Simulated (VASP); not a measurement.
# N (P4_2/mnm) in VASP: settings compared, part 2 of 2

VASP 6.6.1.

## Step 3: Elastic constants, revPBE+D3(BJ)

Input file POSCAR:

```
N
1.0
    4.0840619700      0.0000000000      0.0000000000
    0.0000000000      4.0840619700      0.0000000000
    0.0000000000      0.0000000000      5.3459132500
N
4
Cartesian
    1.6510849697      2.4329770003      2.6729566250
    0.3909460153      0.3909460153      0.0000000000
    2.4329770003      1.6510849697      2.6729566250
    3.6931159547      3.6931159547      0.0000000000
```

Input file INCAR.step1:

```
SYSTEM = N
  PREC = Accurate
  ENCUT = 600
  EDIFF = 1E-8
  ISMEAR = -5
  SIGMA = 0.05
  LREAL = .False.
  LASPH = .True.
  NELM = 60
  ALGO = Fast
  ISIF = 3
  LWAVE = .False.
  LCHARG = .False.
  GGA = RE
  IVDW = 12
  IBRION = 2
  NSW = 40
  EDIFFG = -0.002
```

Input file INCAR.step2:

```
SYSTEM = N
  PREC = Accurate
  ENCUT = 600
  EDIFF = 1E-8
  ISMEAR = -5
  SIGMA = 0.05
  LREAL = .False.
  LASPH = .True.
  NELM = 60
  ALGO = Fast
  ISIF = 3
  LWAVE = .False.
  LCHARG = .False.
  GGA = RE
  IVDW = 12
  IBRION = 6
  NFREE = 2
  POTIM = 0.015
  NSW = 1
```

Input file KPOINTS:

```
Automatic mesh
0
Gamma
  5 5 4
  0 0 0
```

Potentials or basis: VASP PAW PBE potentials, release 54 (N).

The run is started by

```
$ cat potpaw_PBE.54/N/POTCAR > POTCAR
$ cp INCAR.step1 INCAR
$ mpirun -np 1 vasp_std > vasp.out
$ cp CONTCAR POSCAR
$ cp INCAR.step2 INCAR
$ mpirun -np 1 vasp_std > vasp.out
```

OUTCAR:

```text
SYSTEM = N
   PREC = Accurate
   ENCUT = 600
   EDIFF = 1E-8
   ISMEAR = -5
   LREAL = .False.
   LASPH = .True.
   NELM = 60
   ISIF = 3
   GGA = RE
   IVDW = 12
   IBRION = 6
   NFREE = 2
   POTIM = 0.015
   NSW = 1
 IVDW          = 12

 ion  position               nearest neighbor table
   1  0.403  0.597  0.500-   3 1.12
   2  0.097  0.097  0.000-   4 1.12
   3  0.597  0.403  0.500-   1 1.12
   4  0.903  0.903  0.000-   2 1.12

  LATTYP: Found a simple tetragonal cell.
 ALAT       =     4.0806962084
 C/A-ratio  =     1.3208155850

  Lattice vectors:

 A1 = (   4.0806962084,   0.0000000000,   0.0000000000)
 A2 = (   0.0000000000,   4.0806962084,   0.0000000000)
 A3 = (   0.0000000000,   0.0000000000,   5.3898471499)

Analysis of symmetry for initial positions (statically):
=====================================================================
 Subroutine PRICEL returns:
 Original cell was already a primitive cell.

 Routine SETGRP: Setting up the symmetry group for a
 simple tetragonal supercell.

 Subroutine GETGRP returns: Found 16 space group operations
 (whereof  8 operations were pure point group operations)
 out of a pool of 16 trial point group operations.

The static configuration has the point symmetry D_2h.
 The point group associated with its full space group is D_4h.

Analysis of symmetry for dynamics (positions and initial velocities):
=====================================================================
 Subroutine PRICEL returns:
 Original cell was already a primitive cell.

 Routine SETGRP: Setting up the symmetry group for a
 simple tetragonal supercell.

 Subroutine GETGRP returns: Found 16 space group operations
 (whereof  8 operations were pure point group operations)
 out of a pool of 16 trial point group operations.

The dynamic configuration has the point symmetry D_2h.
 The point group associated with its full space group is D_4h.

 Subroutine INISYM returns: Found 16 space group operations
 (whereof  8 operations are pure point group operations),
 and found     1 'primitive' translations

----------------------------------------------------------------------------------------

                                     Primitive cell

  volume of cell :      89.7522

  direct lattice vectors                    reciprocal lattice vectors
     4.080696208  0.000000000  0.000000000     0.245056223  0.000000000  0.000000000
     0.000000000  4.080696208  0.000000000     0.000000000  0.245056223  0.000000000
     0.000000000  0.000000000  5.389847150     0.000000000  0.000000000  0.185534018

  length of vectors
     4.080696208  4.080696208  5.389847150     0.245056223  0.245056223  0.185534018

  position of ions in fractional coordinates (direct lattice)
[... 260 lines left out ...]
------------------------ aborting loop because EDIFF is reached ----------------------------------------
[... 79 lines left out ...]
--------------------------------------- Ionic step       17  -------------------------------------------

 number of electron      19.9999998 magnetization

 Free energy of the ion-electron system (eV)
  ---------------------------------------------------
  ext. energy  EPLUGINS =         0.00000000
  ---------------------------------------------------
  free energy    TOTEN  =       -32.59180247 eV

  energy without entropy =      -32.59180247  energy(sigma->0) =      -32.59180247

 E-fermi :  -6.2852     XC(G=0):  -6.1092

 val. band max:       -6.3580941230   @ k =  -0.4000   0.4000   0.5000
 cond. band min:       0.5574547753   @ k =   0.0000   0.0000   0.0000
 fundamental gap:      6.9155488982
 Fermi energy:        -6.2852012928

 k-point     1 :       0.0000    0.0000    0.0000
  band No.  band energies     occupation
      1     -24.6003      2.00000
      2     -24.5389      2.00000
      3      -9.8553      2.00000
      4      -9.8544      2.00000
      5      -8.2350      2.00000
      6      -7.6736      2.00000
      7      -7.6729      2.00000
      8      -7.5875      2.00000
      9      -7.2689      2.00000
     10      -6.5358      2.00000
     11       0.5575      0.00000
     12       1.3543      0.00000
     13       1.7290      0.00000
     14       1.7306      0.00000
[... 377 lines left out ...]
      1     -24.5751      2.00000
      2     -24.5465      2.00000
      3     -10.0246      2.00000
      4      -9.9872      2.00000
      5      -8.1295      2.00000
      6      -7.9130      2.00000
      7      -7.8140      2.00000
      8      -7.6680      2.00000
      9      -6.7405      2.00000
     10      -6.4863      2.00000
     11       1.1226      0.00000
     12       1.4642      0.00000
     13       1.5567      0.00000
     14       1.7268      0.00000

 [... further k-points ...]

------------------------ aborting loop because EDIFF is reached ----------------------------------------

 Edisp (eV)   -0.39542

 E8    (eV) :    -0.1992
[... 27 lines left out ...]
  FREE ENERGIE OF THE ION-ELECTRON SYSTEM (eV)
  ---------------------------------------------------
  free  energy   TOTEN  =       -32.9872195826 eV

  energy  without entropy=      -32.9872195826  energy(sigma->0) =      -32.98721958

 INTERNAL STRAIN TENSORS FROM STRAINED CELLS
 ============================================

 INTERNAL STRAIN TENSOR FOR ION    1 for displacements in x,y,z  (eV/Angst):
          X           Y           Z          XY          YZ          ZX
  --------------------------------------------------------------------------------
  x    58.09804    58.42877    -0.42819   -58.71515     0.00061     0.00039
  y   -58.42926   -58.09777     0.42819    58.68501    -0.00057    -0.00041
  z     0.00000     0.00000     0.00000     0.00000     0.14723    -0.15438

 INTERNAL STRAIN TENSORS FROM DISPLACED ATOMS
 ============================================

 INTERNAL STRAIN TENSOR FOR ION    1 for displacements in x,y,z  (eV/Angst):
          X           Y           Z          XY          YZ          ZX
  --------------------------------------------------------------------------------
  x    58.05931    58.43746    -0.44344   -58.68717     0.00000     0.00000
  y   -58.43746   -58.05931     0.44344    58.68717     0.00000     0.00000
  z     0.00000     0.00000     0.00000     0.00000     0.14044    -0.14044

 INTERNAL STRAIN TENSOR FOR ION    4 for displacements in x,y,z  (eV/Angst):
          X           Y           Z          XY          YZ          ZX
  --------------------------------------------------------------------------------
  x    58.05931    58.43746    -0.44344    58.68717     0.00000     0.00000
  y    58.43746    58.05931    -0.44344    58.68717     0.00000     0.00000
  z     0.00000     0.00000     0.00000     0.00000    -0.14044    -0.14044

 Eigenvectors and eigenvalues of the dynamical matrix
 ----------------------------------------------------

   1 f  =   72.179933 THz   453.519895 2PiTHz 2407.663408 cm-1   298.512083 meV
             X         Y         Z           dx          dy          dz
      1.646136  2.434560  2.694924     0.353553   -0.353553   -0.000000
      0.394212  0.394212  0.000000     0.353553    0.353553   -0.000000
      2.434560  1.646136  2.694924    -0.353553    0.353553   -0.000000
      3.686484  3.686484  0.000000    -0.353553   -0.353553    0.000000
[... 71 lines left out ...]
  12 f/i=    0.053819 THz     0.338154 2PiTHz    1.795206 cm-1     0.222577 meV
             X         Y         Z           dx          dy          dz
      1.646136  2.434560  2.694924     0.103815    0.480683    0.000000
      0.394212  0.394212  0.000000     0.137635    0.489104    0.000000
      2.434560  1.646136  2.694924     0.103815    0.480683    0.000000
      3.686484  3.686484  0.000000     0.137635    0.489104    0.000000

--------------------------------------------------------------------------------------------------------

 ELASTIC MODULI CONTR FROM IONIC RELAXATION (kBar)
 Direction    XX          YY          ZZ          XY          YZ          ZX
 --------------------------------------------------------------------------------
 XX       -1636.9781  -1611.8755     12.3665      0.0000     -0.0000     -0.0000
 YY       -1611.8755  -1636.9781     12.3665      0.0000      0.0000     -0.0000
 ZZ          12.3665     12.3665     -0.0941     -0.0000     -0.0000      0.0000
 XY           0.0000      0.0000     -0.0000  -1647.9778     -0.0000      0.0000
 YZ          -0.0000      0.0000     -0.0000     -0.0000     -9.5652      0.0000
 ZX          -0.0000     -0.0000      0.0000      0.0000      0.0000     -9.5655
 --------------------------------------------------------------------------------

 TOTAL ELASTIC MODULI (kBar)
 Direction    XX          YY          ZZ          XY          YZ          ZX
 --------------------------------------------------------------------------------
 XX          37.2858     31.8164     20.7231      0.0000     -0.0000     -0.0000
 YY          31.8164     37.2858     20.7231      0.0000      0.0000     -0.0000
 ZZ          20.7231     20.7231     42.7245     -0.0000     -0.0000      0.0000
 XY           0.0000      0.0000     -0.0000     12.6986     -0.0000      0.0000
 YZ          -0.0000      0.0000     -0.0000     -0.0000      8.8660      0.0000
 ZX          -0.0000     -0.0000      0.0000      0.0000      0.0000      8.8657
 --------------------------------------------------------------------------------
```

Wall time 32 min (1 thread of AMD EPYC, shared host); peak memory 0.28 GiB.

Results:

```yaml
Relaxed_volume: 22.44 Å³/atom
Relaxed_cell: a = 4.081 Å, b = 4.081 Å, c = 5.390 Å, α = 90.00°, β = 90.00°, γ = 90.00°
Space_group_after_relaxing_to_0.05_Å: P4_2/mnm (No. 136)
Elastic_constants_C11_C12_C44: 4, 3, 1 GPa
Voigt_bulk_modulus: 3 GPa
Highest_phonon_frequency_at_Γ: 2408 cm⁻¹
Dispersion_energy_per_atom: -0.099 eV
```

Step by step:
| step | energy change (eV) | largest force (eV/Å) | pressure (GPa) | volume (Å³) |
| --- | --- | --- | --- | --- |
| 1 | 0.0000 | 1.4216 | 1.87 | 89.17 |
| 2 | 2.3336 | 12.7506 | -18.48 | 92.56 |
| 3 | -0.0118 | 0.4045 | -0.53 | 89.37 |
| 4 | -0.0129 | 0.0919 | -0.12 | 89.33 |
| 5 | -0.0129 | 0.0045 | 0.00 | 89.31 |
| 6 | -0.0129 | 0.0159 | 0.03 | 89.31 |
| 7 | -0.0129 | 0.0137 | 0.02 | 89.32 |
| 8 | -0.0129 | 0.0068 | 0.01 | 89.36 |
| 9 | -0.0130 | 0.0068 | -0.01 | 89.42 |
| 10 | -0.0129 | 0.0428 | 0.06 | 89.42 |
| 11 | -0.0130 | 0.0031 | 0.01 | 89.42 |
| 12 | -0.0130 | 0.0049 | 0.01 | 89.43 |
| 13 | -0.0130 | 0.0101 | 0.02 | 89.44 |
| 14 | -0.0130 | 0.0206 | 0.03 | 89.47 |
| 15 | -0.0130 | 0.0416 | 0.06 | 89.52 |
| 16 | -0.0130 | 0.0415 | 0.06 | 89.53 |
| 17 | -0.0130 | 0.0414 | 0.05 | 89.53 |
| 18 | -0.0130 | 0.0411 | 0.05 | 89.53 |
| 19 | -0.0130 | 0.0404 | 0.05 | 89.53 |
| 20 | -0.0130 | 0.0390 | 0.05 | 89.54 |
| 21 | -0.0130 | 0.0363 | 0.05 | 89.55 |
| 22 | -0.0130 | 0.0310 | 0.04 | 89.58 |
| 23 | -0.0130 | 0.0202 | 0.02 | 89.64 |
| 24 | -0.0130 | 0.0013 | -0.01 | 89.75 |

Final structure:
```
CELL_PARAMETERS angstrom
4.08070 0.00000 0.00000
0.00000 4.08070 0.00000
0.00000 0.00000 5.38985
ATOMIC_POSITIONS crystal
N 0.40340 0.59660 0.50000
N 0.09660 0.09660 0.00000
N 0.59660 0.40340 0.50000
N 0.90340 0.90340 0.00000
```

Phonon frequencies in cm⁻¹ (negative: imaginary):
```tsv
q point	frequencies
(0.000, 0.000, 0.000)	-2 -2 0 51 51 53 53 89 90 104 2407 2408
```

Elastic tensor in Voigt notation (GPa, in the Cartesian axes of the cell as first typed):
```
4 3 2 0 0 0
3 4 2 0 0 0
2 2 4 0 0 0
0 0 0 1 0 0
0 0 0 0 1 0
0 0 0 0 0 1
```

Clamped-ion elastic tensor (GPa):
```
167 164   1   0   0   0
164 167   1   0   0   0
  1   1   4   0   0   0
  0   0   0   2   0   0
  0   0   0   0   2   0
  0   0   0   0   0 166
```

Caveat: the standard files for N, O and F lose accuracy on very short bonds; the PAW data sets were made with another functional, which shifts forces and pressure a little.

## Step 4: Density of states, PBE+rVV10 (cell strained at random at fixed volume)

Input file POSCAR:

```
N
4.1124
    0.999969847291      0.007678727750      0.002870829686
    0.007678727750      1.001589582725      0.011789709172
    0.003757659761      0.015432350939      1.280366695847
N
4
Direct
    0.4042752000      0.5957248000      0.5000000000
    0.0957248000      0.0957248000      0.0000000000
    0.5957248000      0.4042752000      0.5000000000
    0.9042752000      0.9042752000      0.0000000000
```

Input file INCAR.step1:

```
SYSTEM = N
  PREC = Accurate
  ENCUT = 300
  EDIFF = 1E-7
  ISMEAR = -1
  SIGMA = 0.1
  LREAL = .FALSE.
  LASPH = .TRUE.
  NELM = 60
  ALGO = Normal
  ISIF = 2
  LWAVE = .FALSE.
  LCHARG = .TRUE.
  GGA = PE
  LUSE_VDW = .TRUE.
  IVDW_NL = 2
  BPARAM = 10.0
  CPARAM = 0.0093
  ISYM = 1
```

Input file KPOINTS.step1:

```
regular mesh
0
G
  7 7 5
  0 0 0
```

Input file INCAR.step2:

```
SYSTEM = N
  PREC = Accurate
  ENCUT = 300
  EDIFF = 1E-7
  ISMEAR = -5
  SIGMA = 0.1
  LREAL = .FALSE.
  LASPH = .TRUE.
  NELM = 60
  ALGO = Normal
  ISIF = 2
  LWAVE = .FALSE.
  LCHARG = .FALSE.
  GGA = PE
  LUSE_VDW = .TRUE.
  IVDW_NL = 2
  BPARAM = 10.0
  CPARAM = 0.0093
  LORBIT = 11
  ISYM = 1
  NEDOS = 2001
  ICHARG = 11
```

Input file KPOINTS.step2:

```
regular mesh
0
G
  11 11 8
  0 0 0
```

Potentials or basis: VASP PAW PBE potentials, release 64 (N).

The run is started by

```
$ cat potpaw_PBE.64/N/POTCAR > POTCAR
$ cp INCAR.step1 INCAR
$ cp KPOINTS.step1 KPOINTS
$ mpirun -np 1 vasp_std > vasp.out
$ cp INCAR.step2 INCAR
$ cp KPOINTS.step2 KPOINTS
$ mpirun -np 1 vasp_std > vasp.out
```

Run time: 5.5 min. Hardware: 1 thread of AMD EPYC, shared host; peak memory 0.33 GiB.

The run converged, but a check on its numbers failed (symmetry, net force, bounds or a known fault of this set-up), so they aren't taken as properties of the crystal.

Caveat: the cutoff lies under the usual one of these potentials, so the numbers hold a large basis-set error; the standard files for N, O and F lose accuracy on very short bonds.
